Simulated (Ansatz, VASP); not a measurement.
## Two plane-wave programs on Cs

The input INCAR:

```
SYSTEM = Cs
PREC = Accurate
ENCUT = 520
EDIFF = 1E-6
ISMEAR = 0
SIGMA = 0.15
LREAL = .FALSE.
LASPH = .TRUE.
NELM = 100
ALGO = Fast
ISIF = 2
LWAVE = .FALSE.
LCHARG = .FALSE.
GGA = PE
NBANDS = 10
```

The input KPOINTS:

```
regular mesh
0
G
  12 12 12
  0 0 0
```

POSCAR

```
Cs
1.0
   -3.0225000000      3.0753937500      3.0225000000
    3.0225000000     -3.0753937500      3.0225000000
    3.0225000000      3.0753937500     -3.0225000000
Cs
1
Direct
    0.0000000000      0.0000000000      0.0000000000
```

Input for Ansatz:

```yaml
crystal:
  lattice:
    - [-3.0225, 3.07539375, 3.0225]
    - [3.0225, -3.07539375, 3.0225]
    - [3.0225, 3.07539375, -3.0225]
  atoms:
    - { symbol: Cs, position: [0.0, 0.0, 0.0] }
basis:
  ecutwfc: 420
kpoints:
  mp_grid: { grid: [12, 12, 12] }
hamiltonian:
  xc: pbe
scf:
  occupations: { method: gaussian, width: 0.15 }
output:
  forces: true
  stress: true
  eigenvalues: true
```

Change from the starting cell: strain +0.0175 x Voigt [0, 1, 0, 0, 0, 0], atoms carried along.

Alike in both runs: task single point; functional PBE; k mesh 12 × 12 × 12; occupations gaussian, width 0.15 eV; no spin polarisation.

```csv
,VASP,Ansatz
version,VASP 6.6.1,Ansatz 0.2.0
potentials or method,"VASP PAW PBE potentials, release 64 (Cs_sv)","scalar-relativistic, plane waves, PAW"
plane-wave cutoff (eV),520,420
valence electrons in the cell,9,9
```

```csv
,VASP,Ansatz,Ansatz less VASP
gap on the k mesh at the Fermi level (eV),none,none,-
pressure (GPa),0.1,0.1,+0.01
```

A gap of «none» marks a metal or a gap that the smearing closes.

Spin-orbit coupling is left out, which matters for the levels of Cs.
